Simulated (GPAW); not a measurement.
Runs of GPAW 26.7.0 on GaAs. Symmetry: F-43m, No. 216, cubic system. Conventional cell: a = 5.654 Å, b = 5.654 Å, c = 5.654 Å, α = 90.00°, β = 90.00°, γ = 90.00°. As (site symmetry -43m) has 4 Ga at 2.45 Å as nearest neighbours. Around Ga (site symmetry -43m) lie 4 As at 2.45 Å. 

| task | level | potentials or basis | spin | cell | k mesh | cutoff (eV) | smearing | random start of the orbitals | maxiter | mixer | band path | band points | other keys | mesh quality | gap on the mesh (eV) | pressure (GPa) |
| --- | --- | --- | --- | --- | --- | --- | --- | --- | --- | --- | --- | --- | --- | --- | --- | --- |
| electron localisation function | r2SCAN | GPAW PAW data sets (gpaw-data 1.2.1), pw | off | as given | 5 × 5 × 5 | 510 | fermi-dirac 0.01 eV | yes | 150 | pulay beta=0.02 nmaxold=8 weight=100.0 | - | - | - | coarse | (a) | (b) |
| band structure | AM05 | PAW data sets generated in the run's folder for this functional, pw | SOC, no magnetisation | as given | 8 × 8 × 8 | 600 | fermi-dirac 0.05 eV | - | 150 | - | GXWKGLUWLK,UX | 60 | - | not flagged | 0.45 | (c) |
| Born charges | r2SCAN | GPAW PAW data sets (gpaw-data 1.2.1), pw | off | relaxed | 5 × 5 × 5 | 510 | fermi-dirac 0.01 eV | yes | 100 | pulay beta=0.02 nmaxold=8 weight=100.0 | - | - | several, not listed | coarse | 0.96 | 0.0 |
| single point | LDA | the program's PAW data sets (release 1.2.1) made for this functional, pw | off | volume scaled by 1.08 | 7 × 7 × 7 | 450 | fermi-dirac 0.05 eV | - | 80 | - | - | - | - | not flagged | none | -5.4 |
| band structure | LDA | the program's PAW data sets (release 1.2.1) made for this functional, pw | non-collinear, zero start, SOC | as given | 4 × 4 × 4 | 600 | fermi-dirac 0.05 eV | - | 150 | - | GXWKGLUWLK,UX | 80 | - | coarse | 0.22 | - |

Problem. Fill in the values left out.

Solution. (a) 1.07; (b) 1.1; (c) 1.6.

Caveats: some runs use coarse meshes; the cutoff is short for stress and forces, so pressures can be off by a GPa or more (some runs); the PAW data sets were made with another functional, which shifts forces and pressure a little (some runs); an odd mesh through Γ misses points on the zone boundary, where band edges often lie (some runs); this program's spin-orbit splittings come out too wide for heavy elements (some runs); spin-orbit coupling was added after a scalar SCF, so levels and gaps hold it while energy, forces, pressure and moments don't (some runs); the LO-TO splitting is left out (some runs).

A k mesh can miss the band edges, and rows without SOC leave out spin-orbit coupling on As, Ga.

A gap of «none» marks a metal or a gap under the smearing width.

Runs at the PBE level aren't shown here.
